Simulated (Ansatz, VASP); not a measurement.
Rb in VASP and in Ansatz

```
Rb
1.0
    -2.83406    2.80600    2.80600
     2.83406   -2.80600    2.80600
     2.83406    2.80600   -2.80600
Rb
1
Direct
  0.00000 0.00000 0.00000
```

Change from the starting cell: strain +0.0100 x Voigt [1, 0, 0, 0, 0, 0], atoms carried along.

Alike in both runs: task single point; functional PBEsol; k mesh 12 × 12 × 12; occupations gaussian, width 0.15 eV; no spin polarisation.

|  | VASP | Ansatz |
| --- | --- | --- |
| version | VASP 6.6.1 | Ansatz 0.2.0 |
| potentials or method | VASP PAW PBE potentials, release 64 (Rb_sv) | scalar-relativistic, plane waves, PAW |
| plane-wave cutoff (eV) | 520 | 420 |
| valence electrons in the cell | 9 | 9 |

```tsv
	VASP	Ansatz	Ansatz less VASP
gap on the k mesh at the Fermi level (eV)	none	none	-
pressure (GPa)	-0.1	-0.1	0.00
```

A gap of «none» marks a metal or a gap that the smearing closes. With one functional, cell and mesh, what is left measures potentials, basis and numerics.

Caveats: the PAW data sets were made with another functional, which shifts forces and pressure a little (VASP).
